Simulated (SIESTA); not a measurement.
Crystal: ZrC.

```xyz
2
Lattice="0.0000 2.3650 2.3650 2.3650 0.0000 2.3650 2.3650 2.3650 0.0000" Properties=species:S:1:pos:R:3 pbc="T T T"
Zr    2.3650    2.3650    2.3650
C     0.0000    0.0000    0.0000
```

Base run:

* Program: SIESTA 5.4.2
* Functional: RPBE
* Potentials or basis: PseudoDojo 0.4 standard (PBE files)
* Basis: DZP (energy shift 0.003 Ry; two zetas on semicore shells)
* Grid cutoff: 800 Ry
* Energy shift: 0.003 Ry
* k mesh: 10 × 10 × 10
* Occupations: fermi-dirac, width 0.05 eV
* Spin: no spin polarisation

Its results: band gap on the k mesh none (metal or under the smearing width); pressure 1.6 GPa.

Task: The run is repeated on the same cell with these changes: functional from RPBE to BLYP. What comes out?

Result: Band gap on the k mesh none (metal or under the smearing width); pressure 6.7 GPa.

Caveats: the potentials were made for another functional, which shifts forces and pressure; the basis of atomic orbitals isn't converged, which shifts pressures, moduli and gaps.
